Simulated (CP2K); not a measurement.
A run of CP2K 2026.2 is set up as follows.

The input cu2o_bands.inp:

```
&GLOBAL
  PROJECT cu2o_bands
  RUN_TYPE ENERGY_FORCE
  PRINT_LEVEL LOW
&END GLOBAL
&FORCE_EVAL
  METHOD QS
  STRESS_TENSOR ANALYTICAL
  &DFT
    BASIS_SET_FILE_NAME BASIS_MOLOPT_UZH
    POTENTIAL_FILE_NAME POTENTIAL_UZH
    &MGRID
      CUTOFF 700
      REL_CUTOFF 60
      NGRIDS 5
    &END MGRID
    &QS
      METHOD GPW
      EPS_DEFAULT 1.0E-9
    &END QS
    &KPOINTS
      SCHEME MONKHORST-PACK 6 6 6
      GAMMA_CENTERED T
      SYMMETRY T
      SYMMETRY_BACKEND SPGLIB
    &END KPOINTS
    &SCF
      SCF_GUESS ATOMIC
      EPS_SCF 1.0E-6
      MAX_SCF 100
      ADDED_MOS 30
      CHOLESKY OFF
      EPS_EIGVAL 1.0E-7
      &DIAGONALIZATION ON
        ALGORITHM STANDARD
      &END DIAGONALIZATION
      &MIXING ON
        METHOD BROYDEN_MIXING
        ALPHA 0.4
        BETA 1.5
        NBUFFER 8
      &END MIXING
      &SMEAR ON
        METHOD FERMI_DIRAC
        ELECTRONIC_TEMPERATURE 580.23
      &END SMEAR
    &END SCF
    &XC
      &XC_FUNCTIONAL PBE
      &END XC_FUNCTIONAL
    &END XC
    &PRINT
      &KPOINTS ON
      &END KPOINTS
      &MULLIKEN ON
      &END MULLIKEN
      &MO ON
        ENERGIES T
        OCCUPATION_NUMBERS T
        &EACH
          QS_SCF 0
        &END EACH
        ADD_LAST NUMERIC
      &END MO
      &BAND_STRUCTURE
        FILE_NAME bands.bs
        ADDED_MOS 4
        &KPOINT_SET
          UNITS B_VECTOR
          NPOINTS 8
          SPECIAL_POINT GAMMA 0.00000000 0.00000000 0.00000000
          SPECIAL_POINT X 0.00000000 0.50000000 0.00000000
          SPECIAL_POINT M 0.50000000 0.50000000 0.00000000
          SPECIAL_POINT GAMMA 0.00000000 0.00000000 0.00000000
          SPECIAL_POINT R 0.50000000 0.50000000 0.50000000
          SPECIAL_POINT X 0.00000000 0.50000000 0.00000000
        &END KPOINT_SET
        &KPOINT_SET
          UNITS B_VECTOR
          NPOINTS 8
          SPECIAL_POINT M 0.50000000 0.50000000 0.00000000
          SPECIAL_POINT R 0.50000000 0.50000000 0.50000000
        &END KPOINT_SET
      &END BAND_STRUCTURE
    &END PRINT
  &END DFT
  &SUBSYS
    &CELL
      A 4.2600000000 0.0000000000 0.0000000000
      B 0.0000000000 4.2600000000 0.0000000000
      C 0.0000000000 0.0000000000 4.2600000000
      PERIODIC XYZ
    &END CELL
    &COORD
      SCALED
      Cu  0.7500000000 0.2500000000 0.7500000000
      Cu  0.7500000000 0.7500000000 0.2500000000
      Cu  0.2500000000 0.7500000000 0.7500000000
      Cu  0.2500000000 0.2500000000 0.2500000000
      O   0.5000000000 0.5000000000 0.5000000000
      O   0.0000000000 0.0000000000 0.0000000000
    &END COORD
    &KIND Cu
      BASIS_SET TZVP-MOLOPT-PBE-GTH-q11
      POTENTIAL GTH-PBE-q11
    &END KIND
    &KIND O
      BASIS_SET TZVP-MOLOPT-PBE-GTH-q6
      POTENTIAL GTH-PBE-q6
    &END KIND
    &PRINT
      &ATOMIC_COORDINATES ON
      &END ATOMIC_COORDINATES
      &CELL ON
      &END CELL
      &SYMMETRY ON
      &END SYMMETRY
    &END PRINT
  &END SUBSYS
  &PRINT
    &FORCES ON
    &END FORCES
    &STRESS_TENSOR ON
    &END STRESS_TENSOR
  &END PRINT
&END FORCE_EVAL
```

Potentials or basis: POTENTIAL_UZH Cu GTH-PBE-q11, O GTH-PBE-q6; TZVP-MOLOPT-PBE-GTH basis.

Run with:

```console
$ OMP_NUM_THREADS=1 cp2k.psmp -i cu2o_bands.inp -o cu2o_bands.out
```

Question: Estimate the Mulliken charges.

Answer: Cu +0.36; O -0.72 e.

Question: Predict the band gap on the k mesh.

Answer: 0.47 eV, direct.

Question: What does it give for the band gap along the path?

Answer: 0.47 eV, direct.

Levels at the corners of the path, in eV from the valence-band top:
| point | band 24 | band 25 | band 26 | band 27 | band 28 | band 29 | band 30 | band 31 | band 32 | band 33 |
| --- | --- | --- | --- | --- | --- | --- | --- | --- | --- | --- |
| Γ | -1.38 | -1.38 | 0.00 | 0.00 | 0.00 | 0.47 | 1.15 | 1.15 | 7.93 | 7.93 |
| X | -1.56 | -1.36 | -1.36 | -0.38 | -0.38 | 2.21 | 2.21 | 4.21 | 4.21 | 7.31 |
| M | -1.56 | -1.38 | -1.38 | -0.64 | -0.64 | 1.87 | 1.87 | 3.82 | 3.82 | 6.77 |
| Γ | -1.38 | -1.38 | 0.00 | 0.00 | 0.00 | 0.47 | 1.15 | 1.15 | 7.93 | 7.93 |
| R | -1.43 | -0.98 | -0.54 | -0.54 | -0.54 | 2.35 | 2.35 | 2.35 | 4.88 | 4.88 |
| X | -1.56 | -1.36 | -1.36 | -0.38 | -0.38 | 2.21 | 2.21 | 4.21 | 4.21 | 7.31 |
| M | -1.56 | -1.38 | -1.38 | -0.64 | -0.64 | 1.87 | 1.87 | 3.82 | 3.82 | 6.77 |
| R | -1.43 | -0.98 | -0.54 | -0.54 | -0.54 | 2.35 | 2.35 | 2.35 | 4.88 | 4.88 |

Caveat: the basis of atomic orbitals isn't converged, which shifts pressures, moduli and gaps.

**The experiment to reproduce.**

“Importance of surface oxygen vacancies for ultrafast hot carrier relaxation and transport in Cu2O”, 2021, arxiv:2103.03167 quotes, for a bulk crystal of Cu2O: band gap 2.17 eV (direct).

A measured gap of Cu2O is 2.17 eV (direct; quoted in “Importance of surface oxygen vacancies for ultrafast hot carrier relaxation and transport in Cu2O”, 2021, arxiv:2103.03167); the calculated 0.47 eV misses it by -1.70 eV. So large a miss can be the level of theory's own, or it may mean another phase, state or a wrong row. The value is that of PBE in an atomic basis (POTENTIAL_UZH Cu GTH-PBE-q11, O GTH-PBE-q6; TZVP-MOLOPT-PBE-GTH basis), whose error adds to the functional's,, without temperature or zero-point motion. Semilocal functionals fall short of measured gaps as a rule.
